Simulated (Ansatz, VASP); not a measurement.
# Cross-check of Ga6AsP5 between VASP and Ansatz, part 2 of 2

One calculation is typed for both programs; each brings its own data sets. How far apart do they land? The cell is taken from a series of runs on this material, whose earlier steps may have relaxed, scaled, displaced or heated it; both programs get it as it stands.

VASP 6.6.1 and Ansatz 0.2.0.

So far. Step 2 (VASP: single point, HSE06): The run ends at a pressure of 0.92 GPa, with forces up to 0.027 eV/Å.

## Step 3: Ansatz: single point, HSE06

Level of this step: Ansatz beside VASP: Kohn-Sham DFT, plane waves, HSE06 (Ansatz).

Ansatz runs on its PAW soft_1 files.

The same cell, functional and mesh now go to Ansatz, which takes its cutoff from its data sets.

The input, input.yaml:

```yaml
crystal:
  lattice:
    - [3.8743988236, 0.0, 0.0]
    - [0.0, 3.8743988236, 0.0]
    - [0.0, 0.0, 16.4043047053]
  atoms:
    - { symbol: Ga, position: [0.0, 0.0, 0.0412541376] }
    - { symbol: As, position: [0.5, 0.0, 0.1296876506] }
    - { symbol: Ga, position: [0.5, 0.5, 0.2181211637] }
    - { symbol: P, position: [0.0, 0.5, 0.300410162] }
    - { symbol: Ga, position: [0.0, 0.0, 0.3828148675] }
    - { symbol: P, position: [0.5, 0.0, 0.4651022242] }
    - { symbol: Ga, position: [0.5, 0.5, 0.5473946758] }
    - { symbol: P, position: [0.0, 0.5, 0.6296876506] }
    - { symbol: Ga, position: [0.0, 0.0, 0.7119806254] }
    - { symbol: P, position: [0.5, 0.0, 0.794273077] }
    - { symbol: Ga, position: [0.5, 0.5, 0.8765604337] }
    - { symbol: P, position: [0.0, 0.5, 0.9589651392] }
kpoints:
  mp_grid: { grid: [4, 4, 2] }
  band_path:
    path:
      - [0.0, 0.0, 0.0]
      - [0.0, 0.5, 0.0]
      - [0.5, 0.5, 0.0]
      - [0.0, 0.0, 0.5]
      - [0.0, 0.5, 0.5]
      - [0.5, 0.5, 0.5]
    npoints: 1
hamiltonian:
  xc: hse06
  pseudopotentials: { kind: paw, azcp: { folder: soft_1 } }
scf:
  occupations: { method: fixed }
  n_extra_bands: 8
output:
  eigenvalues: true
```

The run is started by

```console
$ ansatz run input.yaml --threads 2 --pin off --max-ram 73728MiB --backend cuda --events-out ev --progress --plain --runs-dir out --devices 1 --max-vram 13GiB
```

Numbers of over 12 decimals in the logs are rounded to 6 here.

Log:

```text
scf.n_extra_bands = 8 over 59 filled bands (N_el = 118.0): the run solves 67 bands
GPUs: using 1 of 1 available (devices: 1).
Engine: ansatz 0.2.0, x86_64-unknown-linux-gnu
Pseudopotentials: kind: paw
Pseudopotential: Ga, paw, valence charge 13, recommended cutoff 420 eV (normal), soft_1/Ga.paw.azcp
Pseudopotential: As, paw, valence charge 15, recommended cutoff 420 eV (normal), soft_1/As.paw.azcp
Pseudopotential: P, paw, valence charge 5, recommended cutoff 420 eV (normal), soft_1/P.paw.azcp
Functional definition: HSE06
  parameter a = 0.25
  parameter omega = 0.11/bohr
  exchange = pbe_x - a*pbe_x_sr(omega) + a*exact_x_sr(omega)
  correlation = pbe_c
davidson cushion auto → on  (no smearing: the cushion is to keep the highest requested band from converging to the state above it; pin scf.eigensolver.cushion to override)
device memory: the entry about to start is reckoned to put 2.8 GiB on a device that reports 49.8 GiB free (of which the cap on the GPU budget leaves the run 13.0 GiB)
GPU FFT provider: cuFFT
GPU libraries: cuBLAS 13.8.2, cuFFT 12.4.0, cuSOLVER 12.3.4
Crystal: 12 atoms, lattice volume = 246.244 Å³
Basis set: ecut = 420 eV, 4847 PW (Γ)
Bands: 67, of which v1, the nominal top of the filled ones, is band 59 counted from 1 (58 counted from 0)
Symmetry: 8 space group operations
Space group: P-4m2 (ITA 115), of the structure as read, at distance tolerance 6.3e-5 Å
k-points: 12 of 32
Non-local potential: Ga, projectors of the file, l = 0: 2, l = 1: 2, l = 2: 3, l = 3: 1
Non-local potential: As, projectors of the file, l = 0: 2, l = 1: 2, l = 2: 3, l = 3: 1
Non-local potential: P, projectors of the file, l = 0: 2, l = 1: 2, l = 2: 1
PAW form: soft (Blöchl's): semilocal exchange-correlation on the pseudo side does not see the compensation charge
PAW frozen core: Ga, regenerated for the run's functional, and the local potential with it (the file was generated under x = pbe(κ = 0.804, μ = 0.219515), c = pbe(β = 0.066725))
PAW frozen core: As, regenerated for the run's functional, and the local potential with it (the file was generated under x = pbe(κ = 0.804, μ = 0.219515), c = pbe(β = 0.066725))
PAW frozen core: P, regenerated for the run's functional, and the local potential with it (the file was generated under x = pbe(κ = 0.804, μ = 0.219515), c = pbe(β = 0.066725))
PAW one-centre angular grid: Ga, 590 points (default); XC on 64 Gauss nodes
PAW one-centre angular grid: As, 590 points (default); XC on 64 Gauss nodes
PAW one-centre angular grid: P, 110 points (default); XC on 64 Gauss nodes
Initial density: superposition of atomic densities (chi_scale 0.1, normalization cell, long waves kept (reshape's long-wave potential 0.44 eV rms))
Initial wavefunctions: pseudopotential atomic-orbital guess
GPU buffer pool allocated for 87480 grid points (all kernels)
GPU transforms: local potential and band sums: pruned to the plane-wave sphere, on 25×25×120
Functional: x = pbe(κ = 0.804, μ = 0.219515), c = pbe(β = 0.066725), warm-up for x = pbe(κ = 0.804, μ = 0.219515) + 0.25 (exact − pbe) at short range (hse, ω = 0.207870 Å⁻¹), c = pbe(β = 0.066725); HSE06 as pw.x's `hse` composes it (authors' and Libxc's form: `xc: wpbeh`)
SCF iter   1: F=—  HF=-31337.987251 eV  |F-HF|=—  |Δ(HF+E_count)|=         —  Δρ=4.53e-2  dr2=5.30e0  ethr=1.00e-1  ⟨swp⟩=5.2  Hψ=2481  notcnv=0
preconditioner: auto → none  [insulator: Δε(μ)=0.971 eV  Ē_g=13.284 eV  n_scr=60 (ndim 8)  ℏωp=24.6 eV  f_vac=0.000]
SCF iter   2: F=—  HF=-31338.709196 eV  |F-HF|=—  |Δ(HF+E_count)|=   7.22e-1  Δρ=2.65e-2  dr2=1.40e1  ethr=4.49e-3  ⟨swp⟩=6.6  Hψ=2348  notcnv=0  defer=1
SCF iter   3: F=—  HF=-31339.994841 eV  |F-HF|=—  |Δ(HF+E_count)|=    1.29e0  Δρ=2.85e-2  dr2=6.11e1  ethr=4.49e-3  ⟨swp⟩=5.7  Hψ=2143  notcnv=0  defer=9  recentre
SCF iter   4: F=—  HF=-31337.582362 eV  |F-HF|=—  |Δ(HF+E_count)|=    2.41e0  Δρ=1.21e-2  dr2=2.58e0  ethr=4.49e-3  ⟨swp⟩=4.5  Hψ=1970  notcnv=0
SCF iter   5: F=—  HF=-31337.353142 eV  |F-HF|=—  |Δ(HF+E_count)|=   2.29e-1  Δρ=4.40e-3  dr2=7.05e-1  ethr=2.19e-3  ⟨swp⟩=2.4  Hψ=1782  notcnv=0
SCF iter   6: F=—  HF=-31337.269178 eV  |F-HF|=—  |Δ(HF+E_count)|=   8.40e-2  Δρ=1.81e-3  dr2=8.70e-2  ethr=5.98e-4  ⟨swp⟩=3.7  Hψ=1819  notcnv=0  defer=7
iter 7 solved again at ethr=6.17e-6 eV; its pass at ethr=7.37e-5 eV (dr2=7.29e-3 eV) is discarded
SCF iter   7: F=—  HF=-31337.258877 eV  |F-HF|=—  |Δ(HF+E_count)|=   1.03e-2  Δρ=1.07e-3  dr2=7.03e-3  ethr=6.17e-6  ⟨swp⟩=3.6  Hψ=3798  notcnv=0
SCF iter   8: F=—  HF=-31337.258406 eV  |F-HF|=—  |Δ(HF+E_count)|=   4.71e-4  Δρ=2.97e-4  dr2=7.09e-4  ethr=5.95e-6  ⟨swp⟩=3.9  Hψ=1956  notcnv=0  defer=2
SCF iter   9: F=-31337.258299 eV  HF=-31337.258380 eV  |F-HF|=8.10e-5  |Δ(HF+E_count)|=   2.65e-5  Δρ=1.83e-4  dr2=8.63e-5  ethr=6.00e-7  ⟨swp⟩=4.2  Hψ=2510  notcnv=0
SCF 1 stopped early in 9 iterations: F = -31337.258299 eV  dr2 = 8.63e-5
  greatest PAW one-centre occupation: 0.999 electrons in one spin orbital (limit 2), on the As atom at site 1 (counted from 0), in its partial waves of l = 2
device memory: the entry about to start is reckoned to put 3.8 GiB (of the 3.9 GiB reckoned in all, the device holds 0.1 GiB already) on a device that reports 48.2 GiB free (of which the cap on the GPU budget leaves the run 12.9 GiB)
GPU FFT provider: cuFFT
GPU libraries: cuBLAS 13.8.2, cuFFT 12.4.0, cuSOLVER 12.3.4
Initial density: handed on by an earlier stage of this run
Initial wavefunctions: those handed on with the density
GPU buffer pool allocated for 87480 grid points (all kernels)
GPU transforms: local potential and band sums: pruned to the plane-wave sphere, on 25×25×120
Functional: x = pbe(κ = 0.804, μ = 0.219515) + 0.25 (exact − pbe) at short range (hse, ω = 0.207870 Å⁻¹), c = pbe(β = 0.066725); HSE06 as pw.x's `hse` composes it (authors' and Libxc's form: `xc: wpbeh`)
Exchange kernel: α = 0.2500, screened, ω = 0.2079 Å⁻¹, Wigner–Seitz truncation, v(0) = 1036.6614 eV·Å³, q-mesh 4×4×2, nearest image of the exchange supercell L = 15.50 Å, pair-density grid 25×25×120, without the augmentation charges, whose exchange is taken in its separable form by FFT convolution over the k-point mesh (the finest that the files' search goes to), smooth part of the exact exchange by density-matrix convolution in up to 6.11 GiB of GPU memory as planned if the GPU has room (build and FFT work areas not counted)
Frozen-core exchange: fock
[...]
preconditioner: auto → none  [insulator: Δε(μ)=2.104 eV  Ē_g=16.019 eV  n_scr=60 (ndim 8)  ℏωp=24.6 eV  f_vac=0.016]
[...]
SCF iter   4: F=—  HF=-31344.380401 eV  |F-HF|=—  |Δ(HF+E_count)|=   5.17e-2  Δρ=1.53e-3  dr2=4.93e-3  ethr=7.31e-7  ⟨swp⟩=5.1  Hψ=3552  notcnv=0
SCF iter   5: F=—  HF=-31344.379023 eV  |F-HF|=—  |Δ(HF+E_count)|=   1.38e-3  Δρ=1.46e-4  dr2=4.99e-4  ethr=7.31e-7  ⟨swp⟩=4.3  Hψ=2761  notcnv=0
SCF iter   6: F=—  HF=-31344.380369 eV  |F-HF|=—  |Δ(HF+E_count)|=   1.35e-3  Δρ=2.49e-4  dr2=5.65e-4  ethr=2.48e-7  ⟨swp⟩=4.6  Hψ=2395  notcnv=0
SCF iter   7: F=—  HF=-31344.380304 eV  |F-HF|=—  |Δ(HF+E_count)|=   6.44e-5  Δρ=7.38e-5  dr2=3.13e-4  ethr=2.48e-7  ⟨swp⟩=2.8  Hψ=1791  notcnv=0
SCF iter   8: F=-31344.380250 eV  HF=-31344.380253 eV  |F-HF|=3.41e-6  |Δ(HF+E_count)|=   5.10e-5  Δρ=2.38e-5  dr2=1.86e-5  ethr=2.48e-7  ⟨swp⟩=3.2  Hψ=1826  notcnv=0  defer=2
SCF 2 stopped early in 8 iterations: F = -31344.380250 eV  dr2 = 1.86e-5
hybrid outer 1: dexx = +5.909e-2 eV, tail = 2.72e-4 eV
GPU FFT provider: cuFFT
GPU libraries: cuBLAS 13.8.2, cuFFT 12.4.0, cuSOLVER 12.3.4
GPU buffer pool allocated for 87480 grid points (all kernels)
GPU transforms: local potential and band sums: pruned to the plane-wave sphere, on 25×25×120
Exchange kernel: α = 0.2500, screened, ω = 0.2079 Å⁻¹, Wigner–Seitz truncation, v(0) = 1036.6614 eV·Å³, q-mesh 4×4×2, nearest image of the exchange supercell L = 15.50 Å, pair-density grid 25×25×120, without the augmentation charges, whose exchange is taken in its separable form by FFT convolution over the k-point mesh (the finest that the files' search goes to), smooth part of the exact exchange by density-matrix convolution in up to 6.11 GiB of GPU memory as planned if the GPU has room (build and FFT work areas not counted)
Frozen-core exchange: fock
SCF iter   1: F=—  HF=-31344.378791 eV  |F-HF|=—  |Δ(HF+E_count)|=         —  Δρ=5.42e-5  dr2=1.24e-5  ethr=1.15e-6  ⟨swp⟩=3.2  Hψ=1962  notcnv=0
preconditioner: auto → none  [insulator: Δε(μ)=2.120 eV  Ē_g=15.828 eV  n_scr=60 (ndim 8)  ℏωp=24.6 eV  f_vac=0.017]
SCF iter   2: F=—  HF=-31344.378794 eV  |F-HF|=—  |Δ(HF+E_count)|=   2.97e-6  Δρ=2.24e-5  dr2=7.53e-6  ethr=8.57e-9  ⟨swp⟩=4.6  Hψ=3112  notcnv=0
SCF iter   3: F=—  HF=-31344.378837 eV  |F-HF|=—  |Δ(HF+E_count)|=   4.27e-5  Δρ=2.14e-5  dr2=1.21e-6  ethr=1.75e-9  ⟨swp⟩=5.2  Hψ=2701  notcnv=0
SCF iter   4: F=—  HF=-31344.378837 eV  |F-HF|=—  |Δ(HF+E_count)|=   3.69e-7  Δρ=9.26e-6  dr2=3.23e-7  ethr=9.03e-10  ⟨swp⟩=3.0  Hψ=2268  notcnv=0
SCF iter   5: F=-31344.378838 eV  HF=-31344.378838 eV  |F-HF|=8.22e-8  |Δ(HF+E_count)|=   1.27e-6  Δρ=4.33e-6  dr2=9.32e-8  ethr=1.23e-10  ⟨swp⟩=6.2  Hψ=2242  notcnv=0  defer=10
SCF 3 converged in 5 iterations: F = -31344.378838 eV  dr2 = 9.32e-8
hybrid outer 2: dexx = +8.668e-6 eV, tail = 4.50e-7 eV, Δε = 3.70e-3 eV (about 1.34e-4 eV left of the loop's levels)
device memory: the entry about to start is reckoned to put 1.5 GiB on a device that reports 47.0 GiB free (of which the cap on the GPU budget leaves the run 13.0 GiB)
NSCF: frozen V_eff on 6 k-points
hybrid SCF converged: 2 outer / 13 inner (+9 warm-up), last move |dexx| = 8.67e-6 eV, tail = 4.50e-7 eV
Stability not checked: this state was not tested for a lower state beside it, because the functional holds exact exchange (a hybrid, or Hartree-Fock), whose exchange loop this test does not read (fock_operator; see scf.lower_state_search)
Free energy (F): -31344.378800 eV
Frozen-core exchange: fock
Harris-Foulkes:  -31344.378800 eV  (|F-HF|=8.22e-8)
Internal energy: -31344.378800 eV  (E = F + TS)
E sigma→0 (E₀):  -31344.378800 eV
Fermi energy:    6.896906 eV
--- Per-component energies (eV) ---
  E_band       = -868.913470
  E_kinetic    = 1109.258253
  E_local      = -13030.183145  (includes V_loc(G=0)·N_el)
  E_nonlocal   = -785.698871
  E_hartree    = 7732.382791
  E_xc         = -658.524856
  E_vxc        = -577.141998  (∫ρ·V_xc dr)
  E_exx        = -390.899944  (= α·E_x^exact, valence–valence)
  E_paw        = -16543.542792  (= ΣΔE_a)
  E_vpaw       = -2268.099915  (= ΣTr[D̂ρ^β])
  E_aug_tail   = -0.001391  (compensation charges beyond the density's cutoff)
  E_ewald      = -8776.703853
  E_core_change = -0.464993  (= ΣΔE_core)
  E_smearing   = -0.000000  (= −TS)
  E_closure    = -0.000000  (closes the sum)
  Σ components = -31344.378800   (vs F -31344.378800, Δ=0.00e0)
--- Band table (eV; the first three rows and the last of 12) ---
  k-point 0: bands = [... 55 lower, 5.8867, 6.8823, 6.8969, 6.8969, 9.0703, 9.2122, 9.2525, 9.4348, ... 4 higher]
  k-point 1: bands = [... 55 lower, 6.4077, 6.4077, 6.6602, 6.6602, 9.0447, 9.0636, 9.6359, 9.6572, ... 4 higher]
  k-point 2: bands = [... 55 lower, 5.9745, 6.0215, 6.0693, 6.6363, 9.6790, 9.8176, 9.8683, 10.1367, ... 4 higher]
  k-point 11: bands = [... 55 lower, 3.7024, 3.7089, 3.7089, 3.8530, 9.5198, 9.6699, 9.6882, 9.8266, ... 4 higher]
```

## Step 4: Differences

Known differences besides the potentials themselves: exact exchange at q = 0 is treated differently, which shows on coarse meshes; VASP keeps PBE cores, Ansatz makes them for the functional; fixed occupations in Ansatz, narrow Gaussian smearing in VASP; the data sets hold 118 valence electrons in Ansatz (on its PAW soft_1 files) and 108 in VASP; the cutoff is 420 eV in Ansatz and 400 eV in VASP; VASP takes a coarser grid for exact exchange (PRECFOCK = Fast). Total energies have different zeros and are not compared.

The two programs side by side:

```
              quantity  Ansatz   VASP  difference
gap on the k mesh (eV)   2.120  2.124      -0.004
```

A gap on the mesh is an upper bound, since the band edges may lie between its points.

## Step 5: Outcome

* difference in gap on the k mesh (single point, HSE06): -0.0040 eV

In words: The difference in gap on the k mesh is -0.0040 eV (single point, HSE06), within the 0.08 eV picked in this series as the mark of a large difference. The data sets hold unlike numbers of valence electrons (118 in Ansatz and 108 in VASP), so part of the differences comes from the potentials. How closely two codes agree says nothing of how well the functional describes the real material.

[Lines on the potential files, build, host, timing and source positions are cut from VASP's logs without a mark.]

[Logs are printed without paths, hosts, clocks, repeated set-up lines and the standing remarks that a program may print on its own settings, such as how far it seeks lower states.]

[Hosts, paths, dates, database ids (printed as entryN), source tags and the programs' standing remarks are cut or masked in the printed files.]
